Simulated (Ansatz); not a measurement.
Pt: enthalpy under pressure, worked through

All numbers below come from DFT r2SCAN, scalar-relativistic, plane waves, PAW in Ansatz 0.2.0. Run with 500 eV cutoff, 18×18×18 k-mesh, Gaussian smearing of 0.10 eV, no spin polarisation.

The relaxed crystal:

```xyz
1
Lattice="0.0000 1.9701 1.9701 1.9701 0.0000 1.9701 1.9701 1.9701 0.0000" Properties=species:S:1:pos:R:3 pbc="T T T"
Pt    0.0000    0.0000    0.0000
```

Cell and atoms were relaxed at each target pressure within the start's symmetry (Fm-3m), at zero temperature; other phases can be more stable under pressure. H = E + PV with P the target; E is the free energy at the smearing used, whose derivative the pressure is, per atom and counted from zero pressure.

Spin–orbit coupling is left out, which can shift energies with elements as heavy as these.

| P (GPa) | V (Å³/atom) | E − E0 (meV) | H − H0 (meV) |
| --- | --- | --- | --- |
| 0 | 15.293 | 0.0 | 0.0 |
| 2 | 15.183 | 0.7 | 190.2 |
| 5 | 15.027 | 4.1 | 473.0 |
| 10 | 14.787 | 15.2 | 938.2 |
| 20 | 14.370 | 53.9 | 1847.7 |
| 40 | 13.705 | 176.4 | 3598.1 |

Q: Thermodynamics gives dH/dP = V along a relaxed path. Integrate V over P by the trapezoid rule and compare with the computed enthalpies.

A: With 1 eV/Å³ = 160.22 GPa, each step adds the mean volume times ΔP / 160.22:
| P (GPa) | ∫V dP (meV) | H − H0 (meV) | difference (meV) |
| --- | --- | --- | --- |
| 2 | 190.2 | 190.2 | 0.0 |
| 5 | 473.0 | 473.0 | 0.0 |
| 10 | 938.3 | 938.2 | 0.1 |
| 20 | 1848.2 | 1847.7 | 0.5 |
| 40 | 3600.5 | 3598.1 | 2.4 |

V(P) curves upward, so the trapezoid rule runs high; integrating a smooth curve through the same points puts that excess at about 2.4 meV at 40 GPa, against the 2.4 meV found.

Q: At 40 GPa, how much of the enthalpy change is stored energy and how much is the PV term?

A: E rises by 176 meV/atom and PV is 40 × 13.705 / 160.22 = 3422 meV/atom, so PV makes 95 % of ΔH. So between rival structures at high pressure a small difference in volume can outweigh the difference in energy: 1 % of this volume is worth 34.2 meV/atom at this pressure.

Q: What bulk modulus do the lowest pressures give?

A: From the pressures that the runs reached, -2.00 GPa (15.408 Å³) and 2.00 GPa (15.183 Å³), B = −ΔP/Δln V = 4.00 / 0.0148 = 271 GPa, a mean over that range.